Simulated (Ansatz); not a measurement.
# Compressing ZrC: a fit and a missing row

ZrC, Fm-3m, a = 4.709 Å. Ansatz: PBE, PAW, 420 eV, Γ-centred 16×16×16 mesh on 2 atoms, Gaussian smearing 0.10 eV; no spin polarisation. Symmetry fixes shape and atoms, so the cell is only scaled; pressure is positive in compression.

| V (Å³/atom) | P (GPa) |
| --- | --- |
| 11.485 | ? |
| 11.876 | 25.31 |
| 12.268 | 15.54 |
| 12.659 | 7.17 |
| 13.051 | -0.03 |
| 13.442 | -6.20 |
| 13.834 | -11.51 |
| 14.356 | -17.44 |

Take V0 = 13.051 Å³/atom, count pressures from its P0 = -0.03 GPa, fit the third-order Birch–Murnaghan form to the other rows, and predict the missing pressure.

With the Eulerian strain f = ½[(V0/V)^(2/3) − 1] and y = (P − P0)/[3f(1 + 2f)^(5/2)], the form is the line y = B0 + 1.5 B0 (B0′ − 4) f. Rows (f, y): 0.03246, 222.4; 0.02105, 222.4; 0.01027, 222.1; -0.00974, 221.8; -0.01905, 221.4; -0.03078, 221.0. Means f = 0.0007017, y = 221.85; Σ(Δf)² = 0.003004, ΣΔfΔy = 0.06722; the slope is their ratio. y = 221.8 + 22.37 f GPa, so B0 = 221.8 GPa and B0′ = 4 + 2 × (22.37)/(3 × 221.8) = 4.07. At V = 11.485, f = 0.04448, y = 222.80 and P = 36.76 GPa. The run gave 36.70 GPa, so the fit is 0.06 GPa too high, a small miss on the scale of the series.